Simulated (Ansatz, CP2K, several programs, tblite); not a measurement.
Energy against volume for Na2S (started from an entry of an open crystallographic database), at fixed shape and fractional coordinates, computed by several methods (PBE and r2SCAN, where shown, with plane waves in Ansatz); the cell shown is that of r2SCAN. The symmetry is Fm-3m (No. 225, cubic); a = 6.511 Å in the conventional setting, 23.00 Å³ an atom. Na is surrounded by 4 S at 2.82 Å; S is surrounded by 8 Na at 2.82 Å. No spin polarisation and no zero-point or thermal motion. Energies count from each curve's lowest point; fits are third-order Birch-Murnaghan.

```
Na S
1.0
     0.00000    3.25543    3.25543
     3.25543    0.00000    3.25543
     3.25543    3.25543    0.00000
Na S
2 1
Direct
  0.25000 0.25000 0.25000
  0.75000 0.75000 0.75000
  0.00000 0.00000 0.00000
```

Problem. r2SCAN, on the shape of its own relaxed cell, gives
```csv
V (Å³/atom),E (meV/atom)
21.620,8.92
22.310,2.12
23.000,0.00
23.690,1.85
24.380,7.11
```
What equilibrium volume and bulk modulus follow?

Solution. V₀ = 23.01 Å³ an atom and B₀ = 31 GPa.

light PBE (260 eV and a coarse mesh), on the shape of the cell shown:
```tsv
V (Å³/atom)	E (meV/atom)
21.160	23.18
22.080	4.70
23.000	1.75
23.920	0.00
24.840	13.14
25.760	15.79
```
The points scatter about the fit by more than 0.3 meV an atom, since at so low a cutoff the number of plane waves jumps with the volume, so no fit is quoted.

Problem. GFN1-xTB (tblite), on the shape of the cell shown, as a cluster of 96 atoms at the zone centre, gives
```
V (Å³/atom)  E (meV/atom)
     20.240         36.64
     21.620         11.00
     23.000          0.00
     24.380          1.34
     25.760         12.19
```
This method closes the gap of a crystal that DFT finds insulating, so its curve rests on a wrong state.
What equilibrium volume and bulk modulus follow?

Solution. V₀ = 23.53 Å³ an atom and B₀ = 22 GPa.

PBE/SZV (CP2K), on the shape of the cell shown:

| V (Å³/atom) | E (meV/atom) |
| --- | --- |
| 20.240 | 24.84 |
| 21.620 | 0.00 |
| 23.000 | 3.71 |
| 24.380 | 13.09 |
| 25.760 | 31.07 |

The points scatter about the fit by more than 0.3 meV an atom, so no fit is quoted.

PBE/DZVP (CP2K), on the shape of the cell shown:

| V (Å³/atom) | E (meV/atom) |
| --- | --- |
| 20.240 | 55.35 |
| 21.620 | 13.11 |
| 23.000 | 1.36 |
| 24.380 | 0.00 |
| 25.760 | 11.59 |

The points scatter about the fit by more than 0.3 meV an atom, so no fit is quoted.
